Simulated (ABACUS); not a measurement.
# PbS (Galena): equation of state with revPBE

PbS (Galena):

```
CELL_PARAMETERS angstrom
0.00000 2.96575 2.96575
2.96575 0.00000 2.96575
2.96575 2.96575 0.00000
ATOMIC_POSITIONS crystal
Pb 0.00000 0.00000 0.00000
S 0.50000 0.50000 0.50000
```

```
Program                                       : ABACUS 3.10.1
Task                                          : equation of state
Functional                                    : revPBE
Potentials or basis                           : GBRV ultrasoft 1.5 PBE
Cutoff                                        : 544 eV
Density cutoff                                : 4354 eV
Basis                                         : plane waves
k mesh                                        : 6 × 6 × 6
Occupations                                   : fermi-dirac, width 0.05 eV
Spin                                          : no spin polarisation
Radial cutoff of the potentials (pseudo_rcut) : 10 bohr
SCF threshold on the density                  : 1e-08
Max SCF steps                                 : 100
Eigensolver                                   : dav
Mixing                                        : broyden
Mixing share                                  : 0.7
Symmetry key                                  : 1
Bands                                         : 14
```

The equilibrium volume is 27.74 Å³/atom (rough: see the caveat) and the bulk modulus is 49 GPa (rough).

Energy against volume, from the lowest point:
```
volume (Å³/atom)  energy (meV/atom)
          24.521              70.82
          25.564              30.14
          26.607               7.61
          27.651               0.00
```

All runs of the series together: 88 s on 4 threads of Intel(R) Xeon(R) Platinum 8375C CPU @ 2.90GHz (Ice Lake), on a shared host.

Caveat: the minimum lies outside the volumes run; the potentials were made for another functional, which shifts forces and pressure. The run has no spin-orbit coupling, so splittings on Pb are missing.
